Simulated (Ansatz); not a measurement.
# P: how the settings move a single-point run

How sensitive is a single-point run of P to its settings? A reference run comes first, then one run with altered input.

Program: Ansatz 0.2.0. Level of theory: reference: DFT, PBEsol, all-electron LAPW, scalar-relativistic. These are calculated values, not measurements.

2 further runs of the same task are left out: 2 that didn't finish. Runs told in other sessions of the task aren't counted.

### Step 1. The structure to begin with

It takes space group C2/m (No. 12, monoclinic). Conventional cell: a = 5.978 Å, b = 3.451 Å, c = 3.710 Å, α = 90.00°, β = 122.49°, γ = 90.00°. Around P (site symmetry m) lie 1 P at 1.88 Å.

Structure file:

```cif
data_structure
_symmetry_space_group_name_H-M 'C2/m'
_symmetry_Int_Tables_number 12
_cell_length_a 5.9781
_cell_length_b 3.4515
_cell_length_c 3.7102
_cell_angle_alpha 90.000
_cell_angle_beta 122.485
_cell_angle_gamma 90.000
_cell_volume 64.57
loop_
_atom_site_label
_atom_site_type_symbol
_atom_site_symmetry_multiplicity
_atom_site_Wyckoff_symbol
_atom_site_fract_x
_atom_site_fract_y
_atom_site_fract_z
_atom_site_occupancy
P1 P 4 i 0.18621 0.00000 0.64862 1
```

### Step 2. The reference run

input.yaml

```yaml
crystal:
  lattice:
    - [1.725725178, 0.9963478961, 3.1296800121]
    - [-1.725725178, 0.9963478961, 3.1296800121]
    - [0.0, -1.9926957921, 3.1296800121]
  atoms:
    - { symbol: P, position: [0.186205805, 0.186205805, 0.276205805] }
    - { symbol: P, position: [0.813794195, 0.813794195, 0.723794195] }
kpoints:
  mp_grid: { grid: [11, 11, 11] }
scf:
  occupations: { method: fermi_dirac, width: 0.05 }
hamiltonian:
  xc: pbesol
  pseudopotentials: { kind: all_electron, lapw: { basis_error: 0.001 } }
output:
  forces: true
  stress: true
  eigenvalues: true
  populations: true
```

On the command line:

```bash
$ ansatz run input.yaml --threads 1 --pin off --max-ram 2048MiB --backend cpu --events-out ev --progress --plain --runs-dir out
```

### Step 3. Changing settings: lower_state_search off

input.yaml: that of step 2 with these lines changed.

```diff
@@ -12,2 +12,3 @@
   occupations: { method: fermi_dirac, width: 0.05 }
+  lower_state_search: "off"
 hamiltonian:
```

Q: Predict the outcome of this session. Wanted: for each run, ending; energy change; pressure; gap; force.

As calculated:

```tsv
run	ending	energy change	pressure (GPa)	gap (eV)	force (eV/Å)	cycles	time
reference	converged	0	17.0	0.00	6.54	7	72 s
1: lower_state_search off	converged	0.0 meV/atom	17.0	0.00	6.54	7	76 s
```

Residual by cycle in the longest SCF loop of each run; runs are numbered as in the table. The quantity is the density residual dr2, in eV.

```tsv
cycle	reference	run 1
1	0.587	0.587
2	0.213	0.213
3	0.00569	0.00569
4	3.1e-4	3.1e-4
5	1.1e-5	1.1e-5
6	7.0e-7	7.0e-7
7	5.3e-8	5.3e-8
```

**Reading.** The changed input (search for lower states) leaves the energy the same to the digits printed. Semilocal functionals close small gaps, so the missing gap need not be the real solid's. The structure is not at rest: the sound run finds 17 GPa, so these are no properties of the relaxed crystal. 
